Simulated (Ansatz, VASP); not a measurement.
**CoSi: VASP beside Ansatz**

```
Co Si
1.0
     2.72456    0.00000    0.00000
     0.00000    2.72456    0.00000
     0.00000    0.00000    2.72456
Co Si
1 1
Direct
  0.00000 0.00000 0.00000
  0.50000 0.50000 0.50000
```

Change from the starting cell: volume scaled by 0.94.

Alike in both runs: task single point; functional PBEsol; k mesh 10 × 10 × 10; occupations fermi-dirac, width 0.05 eV; collinear spin.

```csv
,VASP,Ansatz
version,VASP 6.6.1,Ansatz 0.2.0
potentials or method,"VASP PAW PBE potentials, release 64 (Co, Si), cutoff 520 eV","all-electron LAPW, scalar-relativistic"
```

```tsv
	VASP	Ansatz	Ansatz less VASP
gap on the k mesh at the Fermi level (eV)	none	none	-
pressure (GPa)	7.9	7.8	-0.12
net moment per atom (μB)	0.23	0.24	+0.015
size of the moment on the site where the two differ most (μB)	0.44	0.48	+0.035
```

Site moments also hang on the region over which each program counts them. A gap of «none» marks a metal or a gap that the smearing closes. Ansatz ran all-electron here, so the differences hold the error of VASP's frozen core and of both bases.

Caveats: the PAW data sets were made with another functional, which shifts forces and pressure a little (VASP).
